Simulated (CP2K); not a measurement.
Crystal: BAs.

```xyz
2
Lattice="2.9344 0.0000 0.0000 0.0000 2.9344 0.0000 0.0000 0.0000 2.9344" Properties=species:S:1:pos:R:3 pbc="T T T"
B     1.4672    1.4672    1.4672
As    0.0000    0.0000    0.0000
```

The cell was built by a generator and needn't be a form met in nature.

Base run:

- Program: CP2K 2026.2
- Functional: OLYP
- Potentials or basis: POTENTIAL_UZH B GTH-PBE-q3, As GTH-PBE-q5; TZVP-MOLOPT-PBE-GTH basis
- Density cutoff: 9184 eV
- k mesh: 9 × 9 × 9
- Occupations: fermi-dirac, width 0.05 eV
- Spin: no spin polarisation

Its results: band gap on the k mesh none (metal or under the smearing width); pressure -3.9 GPa.

Question: After a change of settings the same cell gave: band gap on the k mesh none (metal or under the smearing width); pressure 1.6 GPa. Which change was it?
A. functional from OLYP to MS2
B. functional from OLYP to PW91
C. functional from OLYP to LDA
D. functional from OLYP to RPBE

Answer: D.

Caveats: the potentials were made for another functional, which shifts forces and pressure; the basis of atomic orbitals isn't converged, which shifts pressures, moduli and gaps.
